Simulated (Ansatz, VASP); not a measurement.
**Na in VASP and in Ansatz**

```
CELL_PARAMETERS angstrom
3.59330 0.00000 0.00000
-1.79665 3.11189 0.00000
0.00000 0.00000 3.35749
ATOMIC_POSITIONS crystal
Na 0.00000 0.00000 0.00000
```

Alike in both runs: task single point; functional PBEsol; k mesh 6 × 6 × 6; occupations gaussian, width 0.1 eV; no spin polarisation.

```csv
,VASP,Ansatz
version,VASP 6.6.1,Ansatz 0.2.0
potentials or method,"VASP PAW PBE potentials, release 64 (Na_pv)","scalar-relativistic, plane waves, PAW"
plane-wave cutoff (eV),520,420
valence electrons in the cell,7,9
```

|  | VASP | Ansatz | Ansatz less VASP |
| --- | --- | --- | --- |
| gap on the k mesh at the Fermi level (eV) | none | none | - |
| pressure (GPa) | 0.1 | 0.1 | 0.00 |

A gap of «none» marks a metal or a gap that the smearing closes. The functional is the same, so the differences come from potentials, cutoffs and numerics. The two sets of potentials don't hold the same shells in valence.

Caveats: the PAW data sets were made with another functional, which shifts forces and pressure a little (VASP).
